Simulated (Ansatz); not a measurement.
Rocksalt LiH, relaxed with r2SCAN in Ansatz 0.2.0. Space group Fm-3m (No. 225), cubic; conventional cell a = 4.006 Å, 8.04 Å³ an atom. Li has 6 H at 2.00 Å; H has 6 Li at 2.00 Å.

The axes x, y and z are those of this cell:
```
CELL_PARAMETERS angstrom
0.00000 2.00299 2.00299
2.00299 0.00000 2.00299
2.00299 2.00299 0.00000
ATOMIC_POSITIONS crystal
Li 0.00000 0.00000 0.00000
H 0.50000 0.50000 0.50000
```

Unstrained: PBE gives a direct gap of 2.984 eV at X. The r2SCAN gap is direct at X: 3.630 eV. HSE06 gives a direct gap of 3.971 eV at X. Meshes: PBE 10×10×10, r2SCAN 10×10×10, HSE06 8×8×8. Strains are changes of length per length, and xy shears are angles. After each strain the atoms were relaxed again with r2SCAN within the symmetry that the strain leaves, so tilts or polar shifts that break it weren't tested; points keep the names that they have in the unstrained zone. No spin polarisation and no zero-point or thermal motion.

Q: Estimate what isotropic -5.0 % on every length does to the gap.

A: PBE: the gap goes from 2.984 to 2.846 eV (-0.138 eV). r2SCAN: the gap goes from 3.630 to 3.512 eV (-0.118 eV). HSE06: the gap goes from 3.971 to 3.855 eV (-0.116 eV). The r2SCAN energy rises by 22.9 meV an atom.

Q: Estimate what xy shear, engineering strain (angle) +0.5 % does to the gap.

A: PBE: the gap goes from 2.984 to 2.984 eV (0.000 eV); the edges move from X to X → X [(1/2, 1/2, 0)]; least and direct gap lie within 0.04 eV, so its kind isn't settled. r2SCAN: the gap goes from 3.630 to 3.630 eV (0.000 eV); the edges move from X to X → X [(1/2, 1/2, 0)]; least and direct gap lie within 0.04 eV, so its kind isn't settled. HSE06: the gap goes from 3.971 to 3.970 eV (-0.001 eV); the edges move from X to X → X [(1/2, 1/2, 0)]; least and direct gap lie within 0.04 eV, so its kind isn't settled. The r2SCAN energy rises by 0.0 meV an atom.

Q: Estimate what uniaxial -0.5 % along z, other directions held does to the gap.

A: PBE: the gap goes from 2.984 to 2.932 eV (-0.052 eV); it turns from direct (X) to indirect (X → X [(1/2, 0, 1/2)]); the X points, equivalent before, split by 39 meV, and the valence top lies at those like (1/2, 1/2, 0); the X points, equivalent before, split by 68 meV, and the conduction bottom lies at those like (1/2, 0, 1/2); least and direct gap lie within 0.04 eV, so its kind isn't settled. r2SCAN: the gap goes from 3.630 to 3.577 eV (-0.053 eV); it turns from direct (X) to indirect (X → X [(1/2, 0, 1/2)]); the X points, equivalent before, split by 40 meV, and the valence top lies at those like (1/2, 1/2, 0); the X points, equivalent before, split by 71 meV, and the conduction bottom lies at those like (1/2, 0, 1/2); least and direct gap lie within 0.04 eV, so its kind isn't settled. HSE06: the gap goes from 3.971 to 3.916 eV (-0.055 eV); it turns from direct (X) to indirect (X → X [(1/2, 0, 1/2)]); the X points, equivalent before, split by 42 meV, and the valence top lies at those like (1/2, 1/2, 0); the X points, equivalent before, split by 71 meV, and the conduction bottom lies at those like (1/2, 0, 1/2). The r2SCAN energy rises by 0.0 meV an atom.

Q: Estimate what uniaxial +0.5 % along [111], other directions held does to the gap.

A: PBE: the gap goes from 2.984 to 2.988 eV (+0.004 eV). r2SCAN: the gap goes from 3.630 to 3.633 eV (+0.003 eV). HSE06: the gap goes from 3.971 to 3.974 eV (+0.003 eV). The r2SCAN energy rises by 0.1 meV an atom.

Q: Apply isotropic +3.0 % on every length. How far does the gap move, against the unstrained cell?

A: PBE: the gap goes from 2.984 to 3.043 eV (+0.059 eV). r2SCAN: the gap goes from 3.630 to 3.679 eV (+0.049 eV). HSE06: the gap goes from 3.971 to 4.017 eV (+0.046 eV). The r2SCAN energy rises by 6.9 meV an atom.

The meshes of the hybrids are coarse, so their gaps aren't converged to the digits shown.
